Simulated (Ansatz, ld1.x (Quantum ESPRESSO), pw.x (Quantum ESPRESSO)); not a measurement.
## indium (In): one change to the TM potential, in the atom and in the fcc crystal

- Element: indium (In)
- Generator: ld1.x (Quantum ESPRESSO) 7.5
- Type: norm-conserving Troullier–Martins (Kleinman–Bylander form)
- Functional: PBE
- Relativity: scalar-relativistic
- Frozen core: [Kr] 4d10
- Valence charge: 3
- Reference configuration: 5s2 5p1
- Partial waves: 5p (bound): rc 2.70 bohr; 5s (bound): rc 1.55 bohr
- Local potential: the s channel
- Core correction: none

Change: reference 5s1 5p0.

Cutoffs, loose and tight: the cutoffs (Ry, on a coarse ladder) from which the occupation-weighted sum of valence levels, in a spherical-Bessel basis at the reference potential, stays within 10 and 1 mRy of its value at 400 Ry. They do not see the model core or the augmentation charge, which bear on the density cutoff. Test errors are all-electron minus pseudo excitation energies from the reference, over the configurations 5s2 5p0; 5s1 5p0; 5s2 5p0.5; 5s1 5p2; 5s2 5p1.3; 5s1 5p1; 5s0 5p3; variants that change the core or the reference have their own tests.

Crystal test: fcc In in pw.x 7.5, no spin, 12³ k-points, Fermi–Dirac smearing 0.01 Ry, cutoffs set for each file from its atomic test. The reference is all-electron LAPW (Ansatz 0.2.0) with the same functional, mesh and smearing; V0 and B0 come from Birch–Murnaghan fits to the pressures at five volumes. Errors are pseudo minus all-electron; Δ is the rms difference of the E(V) curves that follow from these fits, minima aligned, over ±6 % about the mean V0. Mesh and smearing are coarse, so the numbers serve the comparison and aren't converged zero-temperature values; the lattice is a test structure that the element need not adopt.

All-electron: a0 = 4.791 Å (V0 = 27.50 Å³/atom), B0 = 34.9 GPa.

Q: Does the change bring the crystal closer to the all-electron result?

A: The mean pressure error goes from -10.80 to -21.01 GPa, so the change moves the solid further from the all-electron pressures. Neither pressure curve crosses zero within the volumes sampled, so no fits are given.

```tsv
quantity	base	changed
outcome (atom)	generated	generated
cutoff, loose (atom)	35 Ry	35 Ry
cutoff, tight (atom)	120 Ry	90 Ry
bound ghosts (atom)	none	none
largest test error (meV) (atom)	+140	+517
cutoffs in pw.x (Ry)	145/580	110/440
mean pressure error (GPa)	-10.80	-21.01
```

Base: This is a poor potential for the solid. The pseudo pressure rises with volume over the whole range, a mechanical instability. Changed file: This is a poor potential for the solid. The pseudo pressure rises with volume over the whole range, a mechanical instability.
